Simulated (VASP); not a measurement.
# From an Ansatz input to VASP: KBr (strained rocksalt)

Ansatz input

```yaml
crystal:
  lattice:
    - [0.0141996657, 3.3022478341, 3.3022478341]
    - [3.3022478341, 0.0141996657, 3.3022478341]
    - [3.3164474998, 3.3164474998, 0.0]
  atoms:
    - { symbol: K, position: [0.0, 0.0, 0.0] }
    - { symbol: Br, position: [0.5, 0.5, 0.5] }
kpoints:
  mp_grid: { grid: [6, 6, 6] }
  band_path:
    path:
      - [0.0, 0.0, 0.0]
      - [0.5, 0.0, 0.5]
      - [0.625, 0.25, 0.625]
      - [0.375, 0.375, 0.75]
      - [0.5, 0.5, 0.5]
      - [0.5, 0.25, 0.75]
    npoints: 1
hamiltonian:
  xc: pbe
scf:
  occupations: { method: fermi_dirac, width: 0.02 }
  n_extra_bands: 4
output:
  forces: true
  stress: true
  eigenvalues: true
  write_density: true
  write_potential: true
  elf: true
  volumetric_format: npy
```

Q: Write VASP inputs for this cell and level of theory.

A: 

INCAR

```
ISIF = 2
ENCUT = 520
EDIFF = 1E-7
SIGMA = 0.02
LWAVE = .FALSE.
LASPH = .TRUE.
NELM = 120
ISMEAR = -1
PREC = Accurate
NSW = 0
LCHARG = .FALSE.
LREAL = .FALSE.
IBRION = -1
GGA = PE
NBANDS = 15
```

KPOINTS

```
KPOINTS created by Atomic Simulation Environment
0
Gamma
6 6 6
0 0 0
```

KPOINTS_OPT

```
special points
6
Reciprocal
0.0000000000 0.0000000000 0.0000000000 1
0.5000000000 0.0000000000 0.5000000000 1
0.6250000000 0.2500000000 0.6250000000 1
0.3750000000 0.3750000000 0.7500000000 1
0.5000000000 0.5000000000 0.5000000000 1
0.5000000000 0.2500000000 0.7500000000 1
```

POSCAR

```
K  Br
 1.0000000000000000
     0.0141996657000000    3.3022478341000001    3.3022478341000001
     3.3022478341000001    0.0141996657000000    3.3022478341000001
     3.3164474998000002    3.3164474998000002    0.0000000000000000
 K   Br
   1   1
Cartesian
  0.0000000000000000  0.0000000000000000  0.0000000000000000
  3.3164474998000006  3.3164474998000006  3.3022478341000001
```

VASP ran with the recommended PBE PAW datasets (16 valence electrons in the cell). Other inputs would serve too.

|  | Ansatz | VASP |
| --- | --- | --- |
| gap between bands v and c | 4.42 eV | 4.42 eV |
| least direct gap | 4.42 eV | 4.42 eV |
| pressure | 0.7 GPa | 0.7 GPa |

Datasets and cutoffs are each program's own. VASP's cell holds 16 valence electrons and Ansatz's 16. Ansatz's stress includes a Pulay correction; VASP's doesn't.
